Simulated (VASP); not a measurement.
Here is a VASP 6.6.1 calculation.

INCAR

```
PREC     = Accurate       # precision mode
ENCUT    = 520            # plane-wave cutoff, eV
EDIFF    = 1E-8           # SCF threshold, eV
ISMEAR   = 0              # smearing method
SIGMA    = 0.03           # smearing width, eV
LREAL    = False          # projectors in reciprocal space
LASPH    = True           # aspherical terms in the spheres
NELM     = 80             # most SCF steps
ALGO     = Fast           # electronic algorithm
ISIF     = 2              # what is computed and relaxed
LWAVE    = False          # write WAVECAR
LCHARG   = False          # write CHGCAR
GGA      = PE             # functional
LEPSILON = True           # dielectric tensor by DFPT
```

Contents of KPOINTS:

```
Automatic mesh
0
Monkhorst-Pack
  18 18 18
```

Contents of POSCAR:

```
SiC                                     
1.0
    0.0000000000      2.1790000000      2.1790000000
    2.1790000000      0.0000000000      2.1790000000
    2.1790000000      2.1790000000      0.0000000000
  Si              C             
     1     1
Direct
     0.0000000000000000    0.0000000000000000    0.0000000000000000
     0.2500000000000000    0.2500000000000000    0.2500000000000000
```

Potentials or basis: VASP PAW PBE potentials, release 64 (Si, C).

The run is started by

```console
$ cat potpaw_PBE.64/Si/POTCAR potpaw_PBE.64/C/POTCAR > POTCAR
$ mpirun -np 1 vasp_std > vasp.out
```

What does it give for the electronic dielectric tensor (diagonal)?

6.96.

What does it give for the Born charges (mean of the diagonal)?

Si +2.69; C -2.69 e.

Born effective charge tensors (e):
atom 1, Si
```
2.69 0.00 0.00
0.00 2.69 0.00
0.00 0.00 2.69
```
atom 2, C
```
-2.69  0.00  0.00
 0.00 -2.69  0.00
 0.00  0.00 -2.69
```

**What was measured.**

“Infrared properties of SiC particles”, 1999, arxiv:astro-ph/9903031 quotes, for a bulk crystal of SiC: high-frequency dielectric constant 6.49.

Against the measured high-frequency dielectric constant of SiC, 6.49 (quoted in “Infrared properties of SiC particles”, 1999, arxiv:astro-ph/9903031), the calculated 6.96 is off by +7.3 %.
